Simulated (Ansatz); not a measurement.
I:

```
I
1.0
     0.00000    2.36560    3.90984
     2.19225    0.00000    3.90984
     2.19225    2.36560    0.00000
I
1
Direct
  0.00000 0.00000 0.00000
```

Base run:

- Program: Ansatz 0.2.0
- Functional: r2SCAN
- Potentials or basis: Ansatz PAW
- Cutoff: 500 eV (not typed: the program's choice for these potentials)
- k mesh: 9 × 9 × 9
- Occupations: fermi-dirac, width 0.05 eV
- Spin: no spin polarisation

Its results: band gap on the k mesh none (metal or under the smearing width); pressure 0.0 GPa.

Q: After a change of settings the same cell gave: band gap on the k mesh none (metal or under the smearing width); pressure 0.5 GPa. Which change was it?
A. spin from no spin polarisation to spin-orbit coupling, no magnetisation; potential files from those of the base run to others of the same set
B. functional from r2SCAN to HSE06; cutoff from 500 eV (not typed: the program's choice for these potentials) to 420 eV (not typed: the program's choice for these potentials); k mesh from 9 × 9 × 9 to 5 × 5 × 5
C. functional from r2SCAN to PBE0; cutoff from 500 eV (not typed: the program's choice for these potentials) to 420 eV (not typed: the program's choice for these potentials); k mesh from 9 × 9 × 9 to 5 × 5 × 5
D. functional from r2SCAN to r2SCAN0; k mesh from 9 × 9 × 9 to 5 × 5 × 5

A: A.

Caveats: the PAW data sets come from PBE, with cores solved anew for the run's functional, which leaves a small shift of forces and pressure; spin-orbit coupling is left out, which moves the levels of the heavy elements (some runs); an odd number of electrons without spin polarisation forces a metal (some runs); a magnetic or distorted state may lie lower (some runs).
